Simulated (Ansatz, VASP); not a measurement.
One calculation of BAs, two programs

File INCAR:

```
  PREC = Accurate
  ENCUT = 520
  EDIFF = 1E-8
  ISMEAR = -1
  SIGMA = 0.05
  LREAL = F
  LASPH = T
  NELM = 150
  ALGO = Normal
  ISIF = 2
  LWAVE = F
  LCHARG = F
  MAGMOM = 0 0 0 0 0 0
  LORBIT = 11
  LSORBIT = T
  GGA_COMPAT = F
  LORBMOM = T
  GGA = PE
  LEFG = T
  NBANDS = 20
```

The input KPOINTS:

```
Automatic mesh
0
Gamma
  13 13 13
```

File POSCAR:

```
BAs
1.0
    0.0000000000      2.3885000000      2.3885000000
    2.3885000000      0.0000000000      2.3885000000
    2.3885000000      2.3885000000      0.0000000000
B As
1 1
Direct
    0.0000000000      0.0000000000      0.0000000000
    0.7500000000      0.7500000000      0.7500000000
```

Input for Ansatz:

```yaml
crystal:
  lattice:
    - [0.0, 2.3885, 2.3885]
    - [2.3885, 0.0, 2.3885]
    - [2.3885, 2.3885, 0.0]
  atoms:
    - { symbol: B, position: [0.0, 0.0, 0.0] }
    - { symbol: As, position: [0.75, 0.75, 0.75] }
kpoints:
  mp_grid: { grid: [13, 13, 13] }
  band_path:
    path:
      - [0.0, 0.0, 0.0]
      - [-0.5, -0.5, 0.0]
      - [-0.375, -0.375, 0.25]
      - [-0.375, 0.0, 0.375]
      - [0.0, 0.0, 0.0]
      - [0.0, 0.0, 0.5]
      - [-0.5, -0.25, 0.25]
      - [-0.5, -0.5, 0.0]
    npoints: 5
scf:
  occupations: { method: fermi_dirac, width: 0.05 }
hamiltonian:
  xc: pbe
  pseudopotentials: { kind: paw_fr }
output:
  forces: true
  stress: true
  eigenvalues: true
  efg: { contact_densities: true }
magnetization:
  noncollinear: true
  spin_orbit: true
```

Alike in both runs: task electric field gradients; functional PBE; k mesh 13 × 13 × 13; occupations fermi-dirac, width 0.05 eV; non-collinear spin, spin-orbit coupling.

```csv
,VASP,Ansatz
version,VASP 6.6.1,Ansatz 0.2.0
potentials or method,"VASP PAW PBE potentials, release 64 (B, As)","PAW with Ansatz's default frozen-core files, fully relativistic files with spin-orbit coupling"
plane-wave cutoff (eV),520,420
valence electrons in the cell,8,18
```

```tsv
	VASP	Ansatz	Ansatz less VASP
pressure (GPa)	3.4	2.8	-0.67
net moment per atom (μB)	0.00	0.00	0.000
Vzz of the field gradient on the site that differs most (V/Å²)	0.0	0.0	0.00
```

The functional is the same, so the differences come from potentials, cutoffs and numerics. The two sets of potentials don't hold the same shells in valence.
